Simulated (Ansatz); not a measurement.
# Pd (Pd, beta-Sn type): the cost of one run

Method: DFT RPBE, plane waves (420 eV) with PAW, scalar-relativistic; PBE-made PAW files, in Ansatz 0.2.0.

### Step 1. Starting point

The structure is tetragonal, space group I4_1/amd (No. 141). Conventional cell: a = 4.837 Å, b = 4.837 Å, c = 2.641 Å, α = 90.00°, β = 90.00°, γ = 90.00°. Pd (site symmetry -4m2) is surrounded by 6 Pd at 2.51 to 2.64 Å.

Structure file:

```
Pd
1.0
    -2.41859    2.41859    1.32055
     2.41859   -2.41859    1.32055
     2.41859    2.41859   -1.32055
Pd
2
Direct
  0.00000 0.00000 0.00000
  0.75000 0.25000 0.50000
```

### Step 2. Relaxing cell and atoms

File input.yaml:

```yaml
crystal:
  lattice:
    - [-2.4185932053, 2.4185932053, 1.3205518901]
    - [2.4185932053, -2.4185932053, 1.3205518901]
    - [2.4185932053, 2.4185932053, -1.3205518901]
  atoms:
    - { symbol: Pd, position: [0.0, 0.0, 0.0] }
    - { symbol: Pd, position: [0.75, 0.25, 0.5] }
hamiltonian:
  xc: rpbe
  pseudopotentials:
    kind: paw
    azcp:
      Pd: "pseudopotentials/Pd.paw.azcp"
basis:
  ecutwfc: 420
  fft_grid_basis: typed
kpoints:
  mp_grid: { grid: [13, 13, 9], shift: [0, 0, 0] }
magnetization:
  spin_polarized: false
scf:
  occupations: { method: fermi_dirac, width: 0.1 }
relax:
  max_steps: 60
  f_tol: 0.01
  cell: {}
```

The run is started by

```console
$ ansatz run input.yaml --threads 2 --pin off --max-ram 5120MiB --backend cpu --events-out ev --progress --plain --runs-dir out
```

What time and memory should one allow on 2 threads of AMD EPYC 7R43 (Zen 3), shared host?

About 4 min, with a peak of 0.56 GiB.
